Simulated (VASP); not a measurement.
# WSe2 in VASP: further runs

One slab, WSe2, is run at these levels: PBE+D3(BJ), PBE; tasks: relaxation of shape and atoms at fixed volume, single point.

All numbers are computed with VASP 6.6.1; they aren't measurements. Logs are shortened: lines on timing, memory, paths and dates and some standing lists are left out, and cuts for length are marked.

## 1. The slab as given

The cell holds a slab with vacuum, 3 atoms: a = 3.318 Å, b = 3.318 Å, c = 21.325 Å, α = 90.00°, β = 90.00°, γ = 120.00°.

## 2. Relaxation of shape and atoms at fixed volume, PBE+D3(BJ)

INCAR

```
SYSTEM = WSe2
ALGO = Fast ; DIPOL = 0.5 0.5 0.500
EDIFF = 1E-7 ; EDIFFG = -0.003
ENCUT = 520 ; GGA = PE
IBRION = 2 ; IDIPOL = 3
ISIF = 4 ; ISMEAR = 0
IVDW = 12 ; LASPH = .True.
LCHARG = .False. ; LDIPOL = .True.
LREAL = .False. ; LWAVE = .False.
NELM = 80 ; NSW = 100
PREC = Accurate ; SIGMA = 0.05
```

KPOINTS

```
k-points
0
Gamma
  12 12 1
  0 0 0
```

POSCAR

```
WSe2
1.0
    3.3178532700      0.0000000000      0.0000000000
   -1.6589266300      2.8733452200      0.0000000000
    0.0000000000      0.0000000000     21.3252245550
W Se
1 2
Direct
    0.6666666700      0.3333333300      0.5000240677
    0.3333333300      0.6666666700      0.5779645848
    0.3333333300      0.6666666700      0.4220354152
```

Potentials or basis: VASP PAW PBE potentials, release 64 (W_sv, Se).

Launch:

```bash
> cat potpaw_PBE.64/W_sv/POTCAR potpaw_PBE.64/Se/POTCAR > POTCAR
> mpirun -np 1 vasp_std > vasp.out
```

OUTCAR:

```text
SYSTEM = WSe2
   EDIFF = 1E-7
   EDIFFG = -0.003
   ENCUT = 520
   GGA = PE
   IBRION = 2
   ISIF = 4
   ISMEAR = 0
   IVDW = 12
   LASPH = .True.
   LREAL = .False.
   NELM = 80
   NSW = 100
   PREC = Accurate
 IVDW          = 12

 ion  position               nearest neighbor table
   1  0.667  0.333  0.500-   2 2.54   2 2.54   2 2.54   3 2.54   3 2.54   3 2.54
   2  0.333  0.667  0.578-   1 2.54   1 2.54   1 2.54
   3  0.333  0.667  0.422-   1 2.54   1 2.54   1 2.54

  LATTYP: Found a hexagonal cell.
 ALAT       =     3.3178532700
 C/A-ratio  =     6.4274164104

  Lattice vectors:

 A1 = (   3.3178532700,   0.0000000000,   0.0000000000)
 A2 = (  -1.6589266300,   2.8733452200,   0.0000000000)
 A3 = (   0.0000000000,   0.0000000000,  21.3252245550)

Analysis of symmetry for initial positions (statically):
=====================================================================
 Subroutine PRICEL returns:
 Original cell was already a primitive cell.

 Routine SETGRP: Setting up the symmetry group for a
 hexagonal supercell.

 Subroutine GETGRP returns: Found  6 space group operations
 (whereof  6 operations were pure point group operations)
 out of a pool of 24 trial point group operations.

The static configuration has the point symmetry C_3v.

Analysis of symmetry for dynamics (positions and initial velocities):
=====================================================================
 Subroutine PRICEL returns:
 Original cell was already a primitive cell.

 Routine SETGRP: Setting up the symmetry group for a
 hexagonal supercell.

 Subroutine GETGRP returns: Found  6 space group operations
 (whereof  6 operations were pure point group operations)
 out of a pool of 24 trial point group operations.

The dynamic configuration has the point symmetry C_3v.

 Subroutine INISYM returns: Found  6 space group operations
 (whereof  6 operations are pure point group operations),
 and found     1 'primitive' translations

----------------------------------------------------------------------------------------

                                     Primitive cell

  volume of cell :     203.3006

  direct lattice vectors                    reciprocal lattice vectors
     3.317853270  0.000000000  0.000000000     0.301399706  0.174013201  0.000000000
    -1.658926630  2.873345220  0.000000000     0.000000000  0.348026402  0.000000000
     0.000000000  0.000000000 21.325224555     0.000000000  0.000000000  0.046892824

[... 78 lines left out ...]
   NELM   =     80;   NELMIN=  2; NELMDL= -5     # of ELM steps
   EDIFF  = 0.1E-06   stopping-criterion for ELM
   LREAL  =      F    real-space projection
   EDIFFG = -.3E-02   stopping-criterion for IOM
   NSW    =    100    number of steps for IOM
   IBRION =      2    ionic relax: 0-MD 1-quasi-New 2-CG
   NFREE  =      1    steps in history (QN), initial steepest desc. (CG)
   ISIF   =      4    stress and relaxation
   ISYM   =      2    0-nonsym 1-usesym 2-fastsym
   POTIM  = 0.5000    time-step for ionic-motion
   TEBEG  =    0.0;   TEEND  =   0.0 temperature during run
   PSTRESS=    0.0 pullay stress
   NELECT =      26.0000    total number of electrons
   NUPDOWN=      -1.0000    fix difference up-down
   EMIN   =  10.00;   EMAX   =-10.00  energy-range for DOS
   EFERMI =   0.00;   METHOD = LEGACY
   ISMEAR =     0;   SIGMA  =   0.05  broadening in eV -4-tet -1-fermi 0-gaus
   EFERMI_NEDOS =   21; number of points for ismear=-14 and -15
   IALGO  =     68    algorithm
   IMIX   =      4    mixing-type and parameters
     AMIX     =   0.40;   BMIX     =  1.00
     AMIX_MAG =   1.60;   BMIX_MAG =  1.00
  volume/ion in A,a.u.               =      67.77       457.31
  Fermi-wavevector in a.u.,A,eV,Ry     =   0.824808  1.558662  9.256165  0.680309
  Thomas-Fermi vector in A             =   1.936558
   LORBIT       =      0    0 simple, 1 ext, 2 COOP (PROOUT), +10 PAW based schemes
   GGA     = PE    functional components
   LHFCALC =     F    Hartree Fock is set to
   AEXX    =    0.0000 exact exchange contribution
   IVDW    =    12    specifies the selected vdW correction
   LEPSILON=     F    determine dielectric tensor
   LRPA    =     F    only Hartree local field effects (RPA)
 conjugate gradient relaxation of ions
 non-spin polarized calculation
 RMM-DIIS sequential band-by-band and
 Gauss-broadening in eV      SIGMA  =   0.05
  energy-cutoff  :      520.00
  volume of cell :      203.30
 maximum number of plane-waves:      5504
 NGX is ok and might be reduce to    28
   NGX = 13   NGY = 13   NGZ = 79

--------------------------------------- Ionic step        1  -------------------------------------------

 number of electron      25.9999996 magnetization

 Free energy of the ion-electron system (eV)
  ---------------------------------------------------
  ext. energy  EPLUGINS =         0.00000000
  ---------------------------------------------------
  free energy    TOTEN  =       -21.61705821 eV

  energy without entropy =      -21.61705821  energy(sigma->0) =      -21.61705821

------------------------ aborting loop because EDIFF is reached ----------------------------------------

 Edisp (eV)   -0.99724

 E8    (eV) :    -0.4735
[... 286 lines left out ...]
 number of electron      26.0000002 magnetization

 dipolmoment           0.000000     -0.000000     -0.000009 electrons x Angstroem

 Free energy of the ion-electron system (eV)
  ---------------------------------------------------
  ext. energy  EPLUGINS =         0.00000000
  ---------------------------------------------------
  free energy    TOTEN  =       -21.61342166 eV

  energy without entropy =      -21.61342166  energy(sigma->0) =      -21.61342166

 E-fermi :  -1.4492     XC(G=0):  -3.7103

 val. band max:       -1.7603193046   @ k =   0.3333   0.3333   0.0000
 cond. band min:      -0.1126540881   @ k =   0.1667   0.1667   0.0000
 fundamental gap:      1.6476652165
 Fermi energy:        -1.4491755503

 k-point     1 :       0.0000    0.0000    0.0000
  band No.  band energies     occupation
      1     -75.8068      2.00000
      2     -40.0490      2.00000
      3     -39.9172      2.00000
      4     -39.9172      2.00000
      5     -16.5556      2.00000
      6     -15.3210      2.00000
[... 359 lines left out ...]
      6     -14.1559      2.00000
[... 9 lines left out ...]
     16       1.7515      0.00000
     17       3.2200      0.00000

------------------------ aborting loop because EDIFF is reached ----------------------------------------

 vacuum level on the upper side and lower side of the slab       (xc-potential included)        -0.087        -0.091

 Edisp (eV)   -1.01081

 E8    (eV) :    -0.4798

  FORCE on cell =-STRESS in cart. coord.  units (eV):
  Direction    XX          YY          ZZ          XY          YZ          ZX
  --------------------------------------------------------------------------------------
  -------------------------------------------------------------------------------------
  Total      -0.01714    -0.01714    -0.01958    -0.00000    -0.00000     0.00000
  in kB      -0.13508    -0.13508    -0.15431    -0.00000    -0.00000     0.00000
  external pressure =       -0.14 kB  Pullay stress =        0.00 kB
[... 18 lines left out ...]
  FREE ENERGIE OF THE ION-ELECTRON SYSTEM (eV)
  ---------------------------------------------------
  free  energy   TOTEN  =       -22.6242301985 eV

  energy  without entropy=      -22.6242301985  energy(sigma->0) =      -22.62423020

 reached required accuracy - stopping structural energy minimisation

 vacuum level on the upper side and lower side of the slab         3.252         3.243
```

CONTCAR:

```text
WSe2
   1.00000000000000
     3.2877206145170614   -0.0000000002074931   -0.0000000000000000
    -1.6438603024836349    2.8472495747979152    0.0000000000000000
    -0.0000000000000000    0.0000000000000000   21.7179162943395347
  W               Se
     1     2
Direct
     0.6666666699999979    0.3333333300000021    0.5000073714198234
     0.3333333300000021    0.6666666699999979    0.5776675879378617
     0.3333333300000021    0.6666666699999979    0.4223491083423114

  0.00000000E+00  0.00000000E+00  0.00000000E+00
  0.00000000E+00  0.00000000E+00  0.00000000E+00
  0.00000000E+00  0.00000000E+00  0.00000000E+00
```

Wall time 6.6 min (1 thread of AMD EPYC 9R45 (Zen 5), shared host); peak memory 0.38 GiB.

What came out:

```
Free energy                : -22.6242 eV
Energy gained by relaxing  : 3.3 meV/atom
Ionic steps                : 8
Band gap on the k mesh     : 1.65 eV, indirect (least direct gap 1.67 eV)
Dispersion energy per atom : -0.337 eV
```

The path:
```csv
step,energy change (eV),largest force (eV/Å),pressure (GPa)
1,0.0000,0.2310,-0.08
2,-0.0068,0.2179,-0.45
3,-0.0078,0.1002,-0.35
4,-0.0088,0.0748,-0.26
5,-0.0098,0.0384,-0.08
6,-0.0099,0.0453,-0.02
7,-0.0098,0.0899,0.00
8,-0.0099,0.0010,-0.01
```

Final structure:
```yaml
crystal:
  lattice:
    - [3.28772, 0.00000, 0.00000]
    - [-1.64386, 2.84725, 0.00000]
    - [0.00000, 0.00000, 21.71792]
  atoms:
    - { symbol: W, position: [0.66667, 0.33333, 0.50001] }
    - { symbol: Se, position: [0.33333, 0.66667, 0.57767] }
    - { symbol: Se, position: [0.33333, 0.66667, 0.42235] }
```

Caveat: spin-orbit coupling is left out, which moves the levels of the heavy elements. Expect the measured gap to be larger: semilocal functionals such as PBE lack the derivative discontinuity.

## 3. Single point, PBE

INCAR

```
SYSTEM = WSe2
ALGO = Fast ; DIPOL = 0.5 0.5 0.500
EDIFF = 1E-7 ; ENCUT = 520
GGA = PE ; IDIPOL = 3
ISIF = 2 ; ISMEAR = 0
LASPH = .True. ; LCHARG = .False.
LDIPOL = .True. ; LREAL = .False.
LVACPOTAV = .True. ; LVHAR = .True.
LWAVE = .False. ; NBANDS = 20
NELM = 80 ; PREC = Accurate
SIGMA = 0.05
```

KPOINTS

```
k-points
0
Gamma
  18 18 1
  0 0 0
```

POSCAR

```
WSe2                                    
1.0
    3.2877206145     -0.0000000002     -0.0000000000
   -1.6438603025      2.8472495748      0.0000000000
   -0.0000000000      0.0000000000     21.7179162943
  W               Se            
     1     2
Direct
     0.6666666699999979    0.3333333300000021    0.5000073714198234
     0.3333333300000021    0.6666666699999979    0.5776675879378617
     0.3333333300000021    0.6666666699999979    0.4223491083423114
```

Potentials or basis: VASP PAW PBE potentials, release 64 (W_sv, Se).

Launch:

```bash
> cat potpaw_PBE.64/W_sv/POTCAR potpaw_PBE.64/Se/POTCAR > POTCAR
> mpirun -np 1 vasp_std > vasp.out
```

Run time: 2.4 min. Hardware: 1 thread of AMD EPYC 9R45 (Zen 5), shared host; peak memory 0.35 GiB.

It converged, with:

- Free energy: -21.6134 eV
- Largest force: 0.112 eV/Å
- Band gap on the k mesh: 1.65 eV, indirect (least direct gap 1.67 eV)
- Ionisation potential of the upper face: 5.06 eV

Forces on the atoms (eV/Å):
```
W    0.000  0.000  0.000
Se   0.000  0.000  0.112
Se   0.000  0.000 -0.112
```

Levels at points of the mesh, in eV from the valence-band top:
| k point | band 10 | band 11 | band 12 | band 13 | band 14 | band 15 | band 16 | band 17 |
| --- | --- | --- | --- | --- | --- | --- | --- | --- |
| (0.00, 0.00, 0.00) | -2.26 | -1.16 | -1.16 | -0.42 | 2.98 | 2.98 | 3.14 | 3.14 |
| (0.50, 0.00, 0.00) | -2.95 | -2.21 | -1.02 | -0.87 | 2.47 | 2.79 | 3.70 | 4.40 |

Caveat: spin-orbit coupling is left out, which moves the levels of the heavy elements.
